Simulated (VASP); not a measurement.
Crystal: MgSe.

```
CELL_PARAMETERS angstrom
0.00000 2.73627 2.73627
2.73627 0.00000 2.73627
2.73627 2.73627 0.00000
ATOMIC_POSITIONS crystal
Mg 0.00000 0.00000 0.00000
Se 0.50000 0.50000 0.50000
```

The cell was built by a generator and needn't be a form met in nature.

Base run:

```yaml
Program: VASP 6.6.1
Functional: r2SCAN
Potentials_or_basis: VASP PAW PBE potentials, release 64 (Mg, Se)
Cutoff: 520 eV
k_mesh: 6 × 6 × 6
Occupations: gaussian, width 0.01 eV
Spin: no spin polarisation
```

Its results: band gap on the k mesh 2.44 eV, indirect (least direct gap 3.41 eV); pressure -0.3 GPa.

Task: The run is repeated on the same cell with these changes: functional from r2SCAN to HSE06; k mesh from 6 × 6 × 6 to 4 × 4 × 4. What comes out?

Result: Band gap on the k mesh 2.62 eV, indirect (least direct gap 3.51 eV); pressure -0.2 GPa.

Several settings changed at once, so the effect can't be laid on one alone.

Caveats: some runs use coarse meshes; the PAW data sets were made with another functional, which shifts forces and pressure a little.

A k mesh can miss the band edges.
